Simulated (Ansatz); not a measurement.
Crystal: BAs.

```
As B
1.0
     0.00000    2.38850    2.38850
     2.38850    0.00000    2.38850
     2.38850    2.38850    0.00000
As B
1 1
Direct
  0.75000 0.75000 0.75000
  0.00000 0.00000 0.00000
```

```yaml
Program: Ansatz 0.2.0
Task: relaxation of cell and atoms
Functional: PBEsol
Dispersion: D4
Potentials_or_basis: Ansatz PAW
Cutoff: "420 eV (not typed: the program's choice for these potentials)"
k_mesh: 10 × 10 × 10
Occupations: fermi-dirac, width 0.05 eV
Spin: no spin polarisation
```

At the start: volume 13.63 Å³/atom.

**Question.** How do energy, volume and symmetry change on relaxing?

**Answer.** It ends after 4 steps and the volume is 13.30 Å³/atom (-2.4 %); space group F-43m (No. 216, to 0.05 Å).

The path:
| step | energy change (eV) | largest force (eV/Å) | volume (Å³) |
| --- | --- | --- | --- |
| 1 | 0.0000 | 0.0000 | 27.25 |
| 2 | -0.0065 | 0.0000 | 26.78 |
| 3 | -0.0071 | 0.0000 | 26.61 |
| 4 | -0.0067 | 0.0000 | 26.61 |

Final structure:
```
CELL_PARAMETERS angstrom
0.00000 2.36952 2.36952
2.36952 0.00000 2.36952
2.36952 2.36952 0.00000
ATOMIC_POSITIONS crystal
As 0.75000 0.75000 0.75000
B 0.00000 0.00000 0.00000
```

Caveat: the plane-wave basis is chosen anew once the cell has moved, so the energies of steps on either side of that aren't comparable; the PAW data sets come from PBE, with cores solved anew for the run's functional, which leaves a small shift of forces and pressure.
